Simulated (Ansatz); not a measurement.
Born–Oppenheimer molecular dynamics of a periodic cell of 36 atoms, Be (start crystal Be, start structure hcp, volume 1.05 times the crystal's). It goes on from the last frame of an earlier run, with new velocities.

All numbers below come from DFT PBE-D3(BJ), scalar-relativistic, plane waves, PAW (Ansatz). Settings: cutoff 420 eV, k mesh 2x2x2, fermi-dirac smearing 0.24 eV, no spin polarisation.

| Quantity | Value |
| --- | --- |
| ensemble | NPT, Langevin |
| time step | 4.5 fs |
| steps asked | 70 |
| set temperature | 1960 K |
| friction | 0.005 /fs |
| pressure | 20 GPa |
| seed | 825760 |

First frame:

```xyz
36
Lattice="6.9826 0.0000 0.0000 -3.4913 6.0471 0.0000 0.0000 0.0000 7.2945" Properties=species:S:1:pos:R:3
Be 0.301 0.146 0.317
Be -0.141 1.889 1.745
Be -0.187 0.448 3.696
Be 0.369 1.010 5.299
Be -1.160 2.064 -0.163
Be -1.747 3.463 1.771
Be -1.584 2.252 3.577
Be -1.326 3.237 5.323
Be -2.215 4.005 -0.067
Be -2.485 5.298 1.952
Be -2.359 4.189 3.742
Be -2.264 5.175 5.835
Be 2.584 -0.166 -0.093
Be 1.972 0.930 1.811
Be 1.915 -0.110 3.691
Be 2.377 1.479 5.537
Be 1.254 1.734 -0.077
Be 1.599 3.274 1.977
Be 0.976 2.261 3.511
Be 1.107 2.934 5.543
Be 0.473 3.948 0.076
Be -0.009 5.232 1.567
Be -0.119 4.007 3.483
Be 0.242 5.022 5.433
Be 4.581 0.253 0.067
Be 4.618 1.481 1.609
Be 4.446 -0.156 3.469
Be 4.398 0.871 5.149
Be 3.139 2.203 0.211
Be 3.398 3.183 1.854
Be 3.293 2.079 3.427
Be 3.398 3.509 5.490
Be 2.466 4.506 -0.225
Be 2.338 5.362 1.815
Be 2.109 4.187 3.626
Be 2.388 5.611 5.380
```

Q: What does the run give?

A: The run went to its last step.

```
steps done                                               : 70
time covered                                             : 315 fs
mean temperature over the second half                    : 2150 K
spread of the potential energy over the second half      : 34.7 meV per atom
mean potential energy of the second half above the start : -46.2 meV per atom
mean pressure over the second half                       : 21.5 GPa
```

The conserved energy wandered by up to 7.3 meV per atom (net 2.6 meV per atom), which is poor conservation. A run of 0.32 ps of so small a system gives no equilibrium averages. Limits of this set-up: coarse k mesh. The cell's volume went from 308 to 241 Å³.

Q: What happens to the structure?

A: Mean squared displacements from the first frame to the last, about the centre of mass, the cell's change included: Be 0.21 Å². Another seed would give other details.

Q: How do temperature and energy run in time?

A: 
```json
{"time (fs)": "0.0", "T (K)": "1906", "potential energy less start (eV)": "0.000", "conserved less start (meV/atom)": "0.00", "P (GPa)": "-1.2", "volume (Å³)": "308.0"}
{"time (fs)": "22.5", "T (K)": "1767", "potential energy less start (eV)": "0.331", "conserved less start (meV/atom)": "0.74", "P (GPa)": "1.4", "volume (Å³)": "306.7"}
{"time (fs)": "45.0", "T (K)": "2186", "potential energy less start (eV)": "-1.968", "conserved less start (meV/atom)": "0.79", "P (GPa)": "0.0", "volume (Å³)": "303.9"}
{"time (fs)": "67.5", "T (K)": "2061", "potential energy less start (eV)": "-1.883", "conserved less start (meV/atom)": "1.62", "P (GPa)": "1.0", "volume (Å³)": "300.2"}
{"time (fs)": "90.0", "T (K)": "1797", "potential energy less start (eV)": "-0.533", "conserved less start (meV/atom)": "2.56", "P (GPa)": "3.6", "volume (Å³)": "295.6"}
{"time (fs)": "112.5", "T (K)": "1780", "potential energy less start (eV)": "-0.207", "conserved less start (meV/atom)": "5.20", "P (GPa)": "5.7", "volume (Å³)": "289.8"}
{"time (fs)": "135.0", "T (K)": "1823", "potential energy less start (eV)": "-1.588", "conserved less start (meV/atom)": "2.95", "P (GPa)": "7.5", "volume (Å³)": "283.6"}
{"time (fs)": "157.5", "T (K)": "1854", "potential energy less start (eV)": "-2.297", "conserved less start (meV/atom)": "5.04", "P (GPa)": "9.8", "volume (Å³)": "277.1"}
{"time (fs)": "180.0", "T (K)": "1970", "potential energy less start (eV)": "-2.239", "conserved less start (meV/atom)": "-2.05", "P (GPa)": "13.7", "volume (Å³)": "270.9"}
{"time (fs)": "202.5", "T (K)": "2500", "potential energy less start (eV)": "-3.356", "conserved less start (meV/atom)": "0.31", "P (GPa)": "16.1", "volume (Å³)": "265.0"}
{"time (fs)": "225.0", "T (K)": "2105", "potential energy less start (eV)": "-0.754", "conserved less start (meV/atom)": "3.34", "P (GPa)": "20.7", "volume (Å³)": "259.9"}
{"time (fs)": "247.5", "T (K)": "1865", "potential energy less start (eV)": "0.025", "conserved less start (meV/atom)": "6.10", "P (GPa)": "23.9", "volume (Å³)": "254.5"}
{"time (fs)": "270.0", "T (K)": "1971", "potential energy less start (eV)": "-0.726", "conserved less start (meV/atom)": "7.30", "P (GPa)": "26.6", "volume (Å³)": "249.2"}
{"time (fs)": "292.5", "T (K)": "2265", "potential energy less start (eV)": "-2.442", "conserved less start (meV/atom)": "3.15", "P (GPa)": "28.6", "volume (Å³)": "244.6"}
{"time (fs)": "315.0", "T (K)": "2371", "potential energy less start (eV)": "-2.210", "conserved less start (meV/atom)": "2.59", "P (GPa)": "31.3", "volume (Å³)": "240.7"}
```

The run took 12 min on 1 thread of Arm Neoverse V1, with other jobs on the host, peak memory 0.66 GiB.
